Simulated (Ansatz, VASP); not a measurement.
# BaZrO3 in two plane-wave programs, part 3 of 3

Aim: how closely do two programs agree when they are given the same cell, functional and k mesh? The cell is taken from a series of VASP runs on this material, whose earlier steps may have relaxed, scaled or displaced it; both programs get it as it stands.

VASP 6.6.1 and Ansatz 0.2.0.

So far: The structure; VASP: zone-centre phonons, LDA; Ansatz: zone-centre phonons, LDA.

**4. Comparison**

Known differences besides the potentials themselves: the two LDA forms differ slightly; the cutoff is 420 eV in Ansatz and 560 eV in VASP; VASP's log shows a relativistic correction to its local exchange, Ansatz's none. Total energies have different zeros and are not compared.

Both answers:

```
                                     quantity  Ansatz   VASP  difference
                                        ε∞ xx    4.91   4.93     -0.33 %
                                        ε∞ yy    4.91   4.93     -0.33 %
                                        ε∞ zz    4.91   4.93     -0.33 %
Born charge of Ba1 (mean of the diagonal) (e)    2.74   2.73       +0.01
Born charge of Zr2 (mean of the diagonal) (e)    6.10   6.11       -0.01
 Born charge of O3 (mean of the diagonal) (e)   -2.95  -2.95        0.00
                   optical mode 1 to 3 (cm⁻¹)    87.6  105.7    -17.06 %
                   optical mode 4 to 6 (cm⁻¹)   170.1  178.6     -4.73 %
                   optical mode 7 to 9 (cm⁻¹)   193.4  196.8     -1.76 %
                 optical mode 10 to 12 (cm⁻¹)   516.0  523.1     -1.36 %
```

Modes are paired by rising frequency and degeneracy, not by their patterns, so a pair may still set unlike modes beside each other.

**5. Further runs**

Further runs change the set-up of one program: Ansatz's method, potentials or start, or VASP's data sets, cutoff or form of LDA. The table gives Ansatz less VASP for each quantity, since a change that brings one quantity closer may part another.

```csv
run,ε∞ xx (%),ε∞ yy (%),ε∞ zz (%),optical mode 1 to 3 (%),optical mode 4 to 6 (%),optical mode 7 to 9 (%)
as above,-0.33,-0.33,-0.33,-17,-4.7,-1.8
cores kept as stored,-0.34,-0.34,-0.34,-17,-4.8,-1.7
Ansatz's all-electron LAPW method,,,,-17,-4.6,-1.8
Ansatz's larger PAW set (cutoff 900 eV),-0.33,-0.33,-0.33,-17,-4.7,-1.8
norm-conserving potentials (cutoff 1143 eV),-0.67,-0.67,-0.67,-18,-5.0,-1.6
```

**6. Ansatz: relaxation of cell and atoms, r2SCAN**

The relaxed volume is the usual yardstick between codes: its relative difference is about their pressure difference at one cell divided by the bulk modulus. The cell compared in this pair holds 75.10 Å³, against 71.92 Å³ for the pair before.

The cell is taken from a series of VASP runs on this material, whose earlier steps may have relaxed, scaled or displaced it; both programs get it as it stands.

input.yaml

```yaml
crystal:
  lattice:
    - [4.2190980275, 0.0, 0.0]
    - [0.0, 4.2190980275, 0.0]
    - [0.0, 0.0, 4.2190980275]
  atoms:
    - { symbol: Ba, position: [0.0, 0.0, 0.0] }
    - { symbol: Zr, position: [0.5, 0.5, 0.5] }
    - { symbol: O, position: [0.5, 0.5, 0.0] }
    - { symbol: O, position: [0.5, 0.0, 0.5] }
    - { symbol: O, position: [0.0, 0.5, 0.5] }
hamiltonian:
  xc: r2scan
  pseudopotentials: { kind: paw }
kpoints:
  mp_grid: { grid: [6, 6, 6] }
scf:
  occupations: { method: gaussian, width: 0.03 }
relax:
  f_tol: 0.01
  max_steps: 60
  cell: { stress_tol: 0.05 }
output:
  forces: true
  stress: true
```

Launch:

```bash
ansatz run input.yaml --threads 4 --pin off --max-ram 9216MiB --backend cpu --events-out ev --progress --plain --runs-dir out
```

Numbers of over 12 decimals in the logs are rounded to 6 here.

The program printed:

```text
[...]
Crystal: 5 atoms, lattice volume = 75.103 Å³
Basis set: ecut = 500 eV, 1935 PW (Γ), exchange–correlation on 128×128×128 points (64 copies of the dense FFT grid, shifted against one another)
Bands: 25, of which v1, the nominal top of the filled ones, is band 20 counted from 1 (19 counted from 0)
Symmetry: 48 space group operations
[...]
k-points: 20 of 216
[...]
F+E_penalty+E_count = -11875.42371044 eV   max|allowed force component| = 9.782e-30 eV/Å   (the final SCF, on the basis selected at the relaxed cell)
  cell:  # Å, volume = 74.3614 Å³
    - [4.205161, 0, 0]
    - [0, 4.205161, 0]
    - [0, 0, 4.205161]
  atoms:
    - { symbol: Ba, position: [0, 0, 0] }
    - { symbol: Zr, position: [0.5, 0.5, 0.5] }
    - { symbol: O, position: [0.5, 0.5, 0] }
    - { symbol: O, position: [0.5, 0, 0.5] }
    - { symbol: O, position: [0, 0.5, 0.5] }
[key lines of the parts left out:]
SCF converged after 6 iterations
Free energy (F): -11875.423710 eV
Fermi energy:    11.259431 eV
P = ⅓ Tr σ = -0.0133 GPa (-0.133 kbar)
```

Wall time 4.8 s (4 threads of Arm Neoverse V2, shared host); peak memory 0.56 GiB; 17 s of CPU time.

**7. VASP: relaxation of cell and atoms, r2SCAN**

The same cell, functional, mesh and smearing now go to VASP, with its own data sets and cutoff.

INCAR

```
SYSTEM = BaZrO3
PREC = Accurate
ENCUT = 560
EDIFF = 1E-07
NELM = 100
ISMEAR = 0
SIGMA = 0.03
LREAL = .FALSE.
ALGO = Normal
METAGGA = R2SCAN
LASPH = .TRUE.
NBANDS = 26
LORBIT = 11
LWAVE = .FALSE.
LCHARG = .FALSE.
KPAR = 8
IBRION = 2
NSW = 50
ISIF = 3
EDIFFG = -0.002
```

POSCAR

```
BaZrO3
1.0
    4.2190980275      0.0000000000      0.0000000000
    0.0000000000      4.2190980275      0.0000000000
    0.0000000000      0.0000000000      4.2190980275
Ba Zr O
1 1 3
Direct
    0.0000000000      0.0000000000      0.0000000000
    0.5000000000      0.5000000000      0.5000000000
    0.5000000000      0.5000000000      0.0000000000
    0.5000000000      0.0000000000      0.5000000000
    0.0000000000      0.5000000000      0.5000000000
```

KPOINTS

```
Automatic mesh
0
Gamma
6 6 6
0 0 0
```

The projector-augmented-wave data sets are Ba_sv, Zr_sv and O (PBE family, release 64).

Launch:

```bash
mpirun -np 8 vasp_std
```

The program printed:

```text
[banner, memory and clock lines left out]
running    8 mpi-ranks, on    1 nodes
[...]
[... a notice as in an earlier step ...]

|                                                                             |
|               ----> ADVICE to this user running VASP <----                  |
|                                                                             |
|     You enforced a specific xc type in the INCAR file but a different       |
|     [... a line on the potential file left out ...]
|     I HOPE YOU KNOW WHAT YOU ARE DOING!                                     |
|                                                                             |

 LDA part: xc-table for (None), standard interpolation
 POSCAR, INCAR and KPOINTS ok, starting setup
[...]
entering main loop
       N       E                     dE             d eps       ncg     rms          rms(c)
DAV:   1     0.288287453587E+03    0.28829E+03   -0.23731E+04  1040   0.164E+03
DAV:   2    -0.830939451502E+02   -0.37138E+03   -0.36374E+03  1294   0.393E+02
[...]
2 F= -.85109394E+02 E0= -.85109394E+02  d E =0.261598E-03
 trial-energy change:    0.000262  1 .order    0.000284   -0.002817    0.003385
 step:   0.4596(harm=  0.4542)  dis= 0.00000  next Energy=   -85.110306 (dE=-0.650E-03)
[...]
N       E                     dE             d eps       ncg     rms          rms(c)
DAV:   1    -0.851152276163E+02   -0.58332E-02   -0.17274E-01  1088   0.341E+00    0.736E-01
DAV:   2    -0.851112228853E+02    0.40047E-02   -0.18768E-02  1170   0.878E-01    0.281E-01
DAV:   3    -0.851103599504E+02    0.86293E-03   -0.18098E-03  1366   0.337E-01    0.666E-02
DAV:   4    -0.851102919025E+02    0.68048E-04   -0.71315E-04  1678   0.144E-01    0.556E-02
DAV:   5    -0.851103046430E+02   -0.12741E-04   -0.22886E-05  1390   0.346E-02    0.229E-02
DAV:   6    -0.851103082454E+02   -0.36024E-05   -0.38675E-05  1490   0.300E-02    0.461E-03
DAV:   7    -0.851103074628E+02    0.78254E-06   -0.12737E-06  1190   0.809E-03    0.306E-03
DAV:   8    -0.851103063424E+02    0.11204E-05   -0.34247E-07  1088   0.393E-03    0.670E-04
DAV:   9    -0.851103063697E+02   -0.27321E-07   -0.33043E-08   596   0.142E-03
   3 F= -.85110306E+02 E0= -.85110306E+02  d E =-.650398E-03
[...]
reached required accuracy - stopping structural energy minimisation
```

From OUTCAR (step 7):

```text
  Total        0.0005716      0.0005716      0.0005716      0.0000000      0.0000000     -0.0000000
  in kB        0.0122454      0.0122454      0.0122454      0.0000000      0.0000000     -0.0000000
  external PRESSURE =       0.0122454 kB  Pullay stress =       0.0000000 kB

 POSITION                                       TOTAL-FORCE (eV/Angst)
 -----------------------------------------------------------------------------------
      0.00000      0.00000      0.00000         0.000000     -0.000000      0.000000
      2.10663      2.10663      2.10663        -0.000000      0.000000      0.000000
      2.10663      2.10663     -0.00000         0.000000     -0.000000      0.000000
      2.10663      0.00000      2.10663         0.000000      0.000000      0.000000
     -0.00000      2.10663      2.10663        -0.000000      0.000000      0.000000
 -----------------------------------------------------------------------------------
    total drift:                                0.000000      0.000000      0.000000

  FREE ENERGIE OF THE ION-ELECTRON SYSTEM (eV)
  ---------------------------------------------------
  free  energy   TOTEN  =       -85.1103063697 eV

  energy  without entropy=      -85.1103063697  energy(sigma->0) =      -85.11030637

 reached required accuracy - stopping structural energy minimisation

[... 3 further parts left out ...]
[key lines of the parts left out:]
E-fermi :   3.6454
```

**8. Differences**

What differs besides the data sets and the points named for the pairs above, as far as they apply: VASP keeps PBE cores, Ansatz makes them for the functional; both relaxations stop at a tolerance, which leaves soft axes loose, and VASP keeps its plane-wave basis; the cutoff is 500 eV in Ansatz and 560 eV in VASP; Ansatz adds a Pulay correction to the stress that steers its cell, VASP none. Total energies have different zeros and are not compared.

Compared:

| quantity | Ansatz | VASP | difference |
| --- | --- | --- | --- |
| volume (Å³) | 74.36 | 74.79 | -0.58 % |
| edge a after relaxation, in the typed setting (Å) | 4.205 | 4.213 | -0.19 % |

The walks stopped with -0.01 GPa left in Ansatz and 0.00 GPa in VASP; each walk ends within a tolerance, so the volume difference is uncertain by about these residues over the bulk modulus, most in soft cells.

**9. Results**

| Property | Result |
| --- | --- |
| r.m.s. difference of the optical zone-centre modes, each program's sorted by frequency (zone-centre phonons, LDA) | 11 cm⁻¹ |
| difference in optical mode 1 to 3 (zone-centre phonons, LDA) | -17.1 % |
| difference in volume (relaxation of cell and atoms, r2SCAN) | -0.58 % |

In words: The difference in volume is -0.58 % (relaxation of cell and atoms, r2SCAN), within the 1.2 % picked in this series as the mark of a large difference, as far as the stopping tolerances let one tell. Among the rows given in per cent, the largest difference of the zone-centre phonons, LDA pair is in optical mode 1 to 3, -17.1 %. Zone-centre phonons, LDA, norm-conserving potentials (cutoff 1143 eV): the difference in ε∞ xx goes from -0.33 to -0.67 %; the difference in ε∞ yy goes from -0.33 to -0.67 %; the difference in ε∞ zz goes from -0.33 to -0.67 %. Such differences can come from data sets, numerical settings and the points named under the comparisons, not from the functional's error against experiment.

[Lines on the potential files, build, host, timing and source positions are cut from VASP's logs without a mark.]

[Logs are printed without paths, hosts, clocks, repeated set-up lines and the standing remarks that a program may print on its own settings, such as how far it seeks lower states.]

[Hosts, paths, dates, database ids (printed as entryN), source tags and the programs' standing remarks are cut or masked in the printed files.]
